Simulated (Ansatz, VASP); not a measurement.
# Au: VASP beside Ansatz

File INCAR:

```
SYSTEM = Au
  ALGO = Normal
  EDIFF = 1E-6
  EDIFFG = -0.02
  ENCUT = 600
  GGA = PS
  IBRION = 2
  ISIF = 3
  ISMEAR = -1
  LASPH = .True.
  LCHARG = .False.
  LREAL = .False.
  LWAVE = .False.
  NELM = 100
  NSW = 80
  PREC = Accurate
  SIGMA = 0.05
```

KPOINTS

```
k-points
0
Gamma
  11 11 11
  0 0 0
```

Contents of POSCAR:

```
Au
1.0
   -1.6572690000      1.6572690000      1.6572690000
    1.6572690000     -1.6572690000      1.6572690000
    1.6572690000      1.6572690000     -1.6572690000
Au
1
Direct
    0.0000000000      0.0000000000      0.0000000000
```

input.yaml

```yaml
crystal:
  lattice:
    - [-1.657269, 1.657269, 1.657269]
    - [1.657269, -1.657269, 1.657269]
    - [1.657269, 1.657269, -1.657269]
  atoms:
    - { symbol: Au, position: [0.0, 0.0, 0.0] }
kpoints:
  mp_grid: { grid: [11, 11, 11] }
scf:
  occupations: { method: fermi_dirac, width: 0.05 }
hamiltonian:
  xc: pbesol
  pseudopotentials: { kind: all_electron, lapw: { basis_error: 0.001 } }
output:
  forces: true
  stress: true
relax:
  f_tol: 0.02
  max_steps: 60
  cell: {}
```

Alike in both runs: task relaxation of cell and atoms; functional PBEsol; k mesh 11 × 11 × 11; occupations fermi-dirac, width 0.05 eV; no spin polarisation.

|  | VASP | Ansatz |
| --- | --- | --- |
| version | VASP 6.6.1 | Ansatz 0.2.0 |
| potentials or method | VASP PAW PBE potentials, release 64 (Au) | all-electron LAPW, scalar-relativistic |
| plane-wave cutoff (eV) | 600 | see its input |

Ansatz gave:

| Property | Result |
| --- | --- |
| relaxed volume (Å³/atom) | 17.08 |
| relaxed cell length with the largest relative difference (Å) | 2.810 |
| energy change over the relaxation (meV/atom) | -34 |

**Question.** What did VASP give for the same quantities?

**Answer.** Relaxed volume (Å³/atom): 17.07; relaxed cell length with the largest relative difference (Å): 2.810; energy change over the relaxation (meV/atom): -34.

Ansatz ran all-electron here, so the differences hold the error of VASP's frozen core and of both bases.

Caveats: the PAW data sets were made with another functional, which shifts forces and pressure a little (VASP). Spin-orbit coupling is left out, which matters for the levels of Au.
